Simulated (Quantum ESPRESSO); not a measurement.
CdTe:

```
Te Cd
1.0
     0.00000    3.20500    3.20500
     3.20500    0.00000    3.20500
     3.20500    3.20500    0.00000
Te Cd
1 1
Direct
  0.75000 0.75000 0.75000
  0.00000 0.00000 0.00000
```

- Program: Quantum ESPRESSO 7.5
- Task: phonons
- Functional: LDA
- Potentials or basis: GBRV 1.5 LDA
- Cutoff: 612 eV
- Density cutoff: 4898 eV
- k mesh: 6 × 6 × 6, shifted
- Occupations: fermi-dirac, width 0.05 eV
- Spin: no spin polarisation
- Target pressure: 5 GPa
- Form of the LDA correlation: PZ81
- Mixing beta: 0.5
- Most SCF iterations: 120
- SCF threshold: 4e-10 Ry

The cell and the atoms were relaxed first at 5 GPa, to 30.33 Å³/atom (a = 4.410 Å, b = 4.410 Å, c = 4.410 Å, α = 60.00°, β = 60.00°, γ = 60.00°), and the response was taken there.

The first run showed a gap, so the response started from a second, tighter run with fixed occupations.

Which optical modes does the crystal have at the zone centre, and which show in infrared and Raman spectra?

The optical modes are T2. Infrared active: T2. Raman active: T2.

Optical modes at Γ, degenerate ones joined, polar ones without the macroscopic field:
| cm⁻¹ | components | symmetry | active in | IR intensity, summed ((D/Å)²/amu) |
| --- | --- | --- | --- | --- |
| 175 | 3 | T2 | IR and Raman | 4.54 |

Zone-centre frequencies without and with the macroscopic field along z (cm⁻¹):
```
                optical modes in rising order
       without                    175 175 175
with the field                    175 175 192
```

Born effective charge tensors (e):
atom 1, Te
```
-1.98  0.00  0.00
 0.00 -1.98  0.00
 0.00  0.00 -1.98
```
atom 2, Cd
```
1.98 0.00 0.00
0.00 1.98 0.00
0.00 0.00 1.98
```

Caveat: the cell is more than 3 GPa from zero pressure, which shifts response properties.
